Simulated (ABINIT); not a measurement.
Crystal: PtS2.

```
Pt S
1.0
     3.54320    0.00000    0.00000
    -1.77160    3.06850    0.00000
     0.00000    0.00000    5.03880
Pt S
1 2
Direct
  0.00000 0.00000 0.00000
  0.66667 0.33333 0.77300
  0.33333 0.66667 0.22700
```

- Program: ABINIT 10.8.3 (patched build)
- Task: single point
- Functional: PBEsol
- Potentials or basis: PseudoDojo NC SR PBEsol v0.4.1 standard
- Cutoff: 1143 eV
- k mesh: 9 × 9 × 5
- Occupations: fermi-dirac, width 0.05 eV
- Spin: no spin polarisation

On this cell: pressure 6.2 GPa; largest force 0.938 eV/Å; band gap on the k mesh 0.95 eV, indirect (least direct gap 0.99 eV).

The same run follows on a disturbed copy (atoms moved at random, drawn with an rms of 0.05 Å):

```
Pt S
1.0
     3.54320    0.00000    0.00000
    -1.77160    3.06850    0.00000
     0.00000    0.00000    5.03880
Pt S
1 2
Direct
  0.99943 0.99349 0.01005
  0.66718 0.33107 0.77169
  0.33506 0.67148 0.23435
```

Q: What changes?

A: The energy moves by -4.5 meV/atom; pressure 4.4 GPa; largest force 1.089 eV/Å; band gap on the k mesh 0.82 eV, indirect (least direct gap 0.95 eV).

Forces in eV/Å, atoms in the order of the input:
```
Pt  -0.162  0.462 -0.725
S    0.020 -0.087 -0.287
S    0.142 -0.375  1.012
```

Stress tensor (GPa, compression positive):
```
 5.27 -0.23  0.38
-0.23  4.17 -0.87
 0.38 -0.87  3.86
```

Caveats: spin-orbit coupling is left out, which moves the levels of the heavy elements; an odd mesh through Γ misses points on the zone boundary, where band edges often lie.
